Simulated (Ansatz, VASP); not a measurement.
**Cs in VASP and in Ansatz**

```
CELL_PARAMETERS angstrom
5.34557 0.00000 0.00000
0.00000 5.34557 0.00000
0.00000 0.00000 5.34557
ATOMIC_POSITIONS crystal
Cs 0.00000 0.00000 0.00000
```

Alike in both runs: task single point; functional BLYP; k mesh 7 × 7 × 7; occupations fermi-dirac, width 0.1 eV; no spin polarisation.

```csv
,VASP,Ansatz
version,VASP 6.6.1,Ansatz 0.2.0
potentials or method,"VASP PAW PBE potentials, release 64 (Cs_sv)","plane waves (420 eV) with PAW, scalar-relativistic"
plane-wave cutoff (eV),520,420
valence electrons in the cell,9,9
```

|  | VASP | Ansatz | Ansatz less VASP |
| --- | --- | --- | --- |
| pressure (GPa) | 0.0 | 0.0 | 0.00 |

With one functional, cell and mesh, what is left measures potentials, basis and numerics.

Caveats: the PAW data sets were made with another functional, which shifts forces and pressure a little (VASP). Spin-orbit coupling is left out, which matters for the levels of Cs.
